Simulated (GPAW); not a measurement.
Te2Mo: band structure with PBE

**Measured values to compare with.**

“Broadband infrared study of pressure-tunable Fano resonance and metallization transition in 2H-MoTe2”, 2022, pmc:9569381 quotes, for a bulk crystal of Te2Mo at 300 K: band gap 0.88 ± 0.05 eV (indirect).

The system is Te2Mo.

```
Te Mo
1.0
     3.51820    0.00000    0.00000
    -1.75910    3.04685    0.00000
     0.00000    0.00000   13.97360
Te Mo
4 2
Direct
  0.66667 0.33333 0.37900
  0.33333 0.66667 0.87900
  0.66667 0.33333 0.12100
  0.33333 0.66667 0.62100
  0.66667 0.33333 0.75000
  0.33333 0.66667 0.25000
```

```json
{
 "Program": "GPAW 26.7.0",
 "Task": "band structure",
 "Functional": "PBE",
 "Potentials or basis": "GPAW PAW data sets (gpaw-data 1.2.1)",
 "Cutoff": "600 eV",
 "Basis": "pw",
 "k mesh": "7 × 7 × 2",
 "Occupations": "fermi-dirac, width 0.05 eV",
 "Spin": "spin-orbit coupling, no magnetisation",
 "Maxiter": "150",
 "Band path": "GMKGALHA,LM,KH",
 "Band points": "60",
 "spin axis theta (degrees)": "90",
 "spin axis phi (degrees)": "0",
 "Soc after scf": "second variation"
}
```

* Pressure: 2.3 GPa
* Largest force: 0.104 eV/Å
* Band gap on the k mesh: 0.81 eV, indirect (least direct gap 1.19 eV)
* Band gap along the path: 0.71 eV, indirect (least direct gap 0.95 eV)

Forces in eV/Å, atoms in the order of the input:
```
Te   0.000  0.000  0.104
Te   0.000  0.000  0.104
Te   0.000  0.000 -0.104
Te   0.000  0.000 -0.104
Mo   0.000  0.000  0.000
Mo   0.000  0.000  0.000
```

Stress tensor (GPa, compression positive):
```
2.11 0.00 0.00
0.00 2.11 0.00
0.00 0.00 2.70
```

Levels at the corners of the path, in eV from the valence-band top:
| point | band 48 | band 49 | band 50 | band 51 | band 52 | band 53 | band 54 | band 55 | band 56 | band 57 |
| --- | --- | --- | --- | --- | --- | --- | --- | --- | --- | --- |
| Γ | -0.91 | -0.37 | -0.37 | 0.00 | 0.00 | 2.51 | 2.51 | 2.64 | 2.64 | 2.78 |
| M | -0.98 | -0.58 | -0.58 | -0.33 | -0.33 | 1.21 | 1.21 | 1.27 | 1.27 | 1.42 |
| K | -1.79 | -0.37 | -0.37 | -0.04 | -0.04 | 0.91 | 0.91 | 0.94 | 0.94 | 1.15 |
| Γ | -0.91 | -0.37 | -0.37 | 0.00 | 0.00 | 2.51 | 2.51 | 2.64 | 2.64 | 2.78 |
| A | -0.92 | -0.10 | -0.10 | -0.09 | -0.09 | 2.55 | 2.55 | 2.55 | 2.55 | 2.94 |
| L | -0.99 | -0.46 | -0.46 | -0.46 | -0.46 | 1.24 | 1.24 | 1.24 | 1.24 | 1.60 |
| H | -1.98 | -0.34 | -0.34 | -0.12 | -0.12 | 0.91 | 0.91 | 0.96 | 0.96 | 1.57 |
| A | -0.92 | -0.10 | -0.10 | -0.09 | -0.09 | 2.55 | 2.55 | 2.55 | 2.55 | 2.94 |
| L | -0.99 | -0.46 | -0.46 | -0.46 | -0.46 | 1.24 | 1.24 | 1.24 | 1.24 | 1.60 |
| M | -0.98 | -0.58 | -0.58 | -0.33 | -0.33 | 1.21 | 1.21 | 1.27 | 1.27 | 1.42 |
| K | -1.79 | -0.37 | -0.37 | -0.04 | -0.04 | 0.91 | 0.91 | 0.94 | 0.94 | 1.15 |
| H | -1.98 | -0.34 | -0.34 | -0.12 | -0.12 | 0.91 | 0.91 | 0.96 | 0.96 | 1.57 |

Wall time 3.9 min on 1 thread of Arm Neoverse V2, on a shared host, peak memory 0.82 GiB.

A measured gap of Te2Mo is 0.88 eV (indirect; 300 K; quoted in “Broadband infrared study of pressure-tunable Fano resonance and metallization transition in 2H-MoTe2”, 2022, pmc:9569381); the calculated 0.71 eV misses it by -0.17 eV. The value is that of PBE, without temperature or zero-point motion. Semilocal functionals fall short of measured gaps as a rule.

Caveat: spin-orbit coupling was added after a scalar SCF, so levels and gaps hold it while energy, forces, pressure and moments don't; this program's spin-orbit splittings come out too wide for heavy elements; the mesh misses the band edges, which the band path finds closer together; this functional lacks dispersion, which binds the layers, so the pressure and a relaxed spacing across them are unreliable.
